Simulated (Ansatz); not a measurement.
Runs of Ansatz 0.2.0 on W. Symmetry: Im-3m, No. 229, cubic system. Conventional cell: a = 3.165 Å, b = 3.165 Å, c = 3.165 Å, α = 90.00°, β = 90.00°, γ = 90.00°. W (site symmetry m-3m) is surrounded by 8 W at 2.74 Å. 

| task | level | potentials or basis | spin | cell | k mesh | cutoff (eV) | smearing | basis error allowed | mesh quality | gap on the mesh (eV) | pressure (GPa) | relaxed volume (Å³/atom) |
| --- | --- | --- | --- | --- | --- | --- | --- | --- | --- | --- | --- | --- |
| elastic constants | PBE | all-electron LAPW, scalar-relativistic | off | as given | 9 × 9 × 9 | 310 | fermi-dirac 0.05 eV | 0.001 eV/atom | coarse | none | 5.5 | - |
| relaxation of cell and atoms | PBE+D3(BJ) | all-electron LAPW, scalar-relativistic | off | relaxed | 12 × 12 × 12 | - | fermi-dirac 0.05 eV | 0.001 eV/atom | not flagged | - | 0.0 | 15.78 |
| relaxation of cell and atoms | PBE+D4 | all-electron LAPW, scalar-relativistic | off | relaxed | 12 × 12 × 12 | - | fermi-dirac 0.05 eV | 0.001 eV/atom | not flagged | - | 0.0 | 15.80 |
| single point | PBE | all-electron LAPW, scalar-relativistic | off | as given | 12 × 12 × 12 | 286 | gaussian 0.013 eV | 0.001 eV/atom | not flagged | none | (a) | - |
| single point | PBE | all-electron LAPW, scalar-relativistic | off | as given | 5 × 5 × 5 | 251 | fermi-dirac 0.03 eV | 0.003 eV/atom | coarse | none | 5.6 | - |
| band structure | PBE | all-electron LAPW, relativistic spinors | SOC, no magnetisation | as given | 9 × 9 × 9 | 287 | fermi-dirac 0.05 eV | 0.001 eV/atom | coarse | - | 5.9 | - |
| single point | PBE | all-electron LAPW, scalar-relativistic | off | as given | 5 × 5 × 5 | 242 | fermi-dirac 0.02 eV | 0.004 eV/atom | coarse | none | 5.6 | - |
| single point | RPBE | all-electron LAPW, scalar-relativistic | off | as given | 12 × 12 × 12 | 286 | gaussian 0.05 eV | 0.001 eV/atom | not flagged | none | 9.9 | - |
| relaxation of cell and atoms | revPBE+D4 | all-electron LAPW, scalar-relativistic | off | relaxed | 12 × 12 × 12 | - | fermi-dirac 0.05 eV | 0.001 eV/atom | not flagged | - | 0.0 | (c) |
| relaxation of cell and atoms | RPBE | all-electron LAPW, scalar-relativistic | off | relaxed | 12 × 12 × 12 | - | fermi-dirac 0.05 eV | 0.001 eV/atom | not flagged | - | 0.0 | 16.36 |
| elastic constants | LDA | all-electron LAPW, scalar-relativistic | off | as given | 9 × 9 × 9 | 310 | fermi-dirac 0.05 eV | 0.001 eV/atom | coarse | none | -9.0 | - |
| single point | PBE | all-electron LAPW, scalar-relativistic | off | as given | 8 × 8 × 8 | 264 | fermi-dirac 0.06 eV | 0.002 eV/atom | coarse | none | (b) | - |

Fill in the values left out.

(a) 6.1; (b) 6.2; (c) 15.79.

Caveats: some runs use coarse meshes; the k mesh is thin for a metal, which can move the energy by tens of meV per atom (some runs); a metal's response needs a denser mesh (some runs); the cell is more than 3 GPa from zero pressure, which shifts response properties (some runs); elastic constants of metals need much finer meshes, so these are rough (some runs).

A k mesh can miss the band edges, and rows without SOC leave out spin-orbit coupling on W.

A gap of «none» marks a metal or a gap under the smearing width.

The runs don't all hold the same shells in valence.
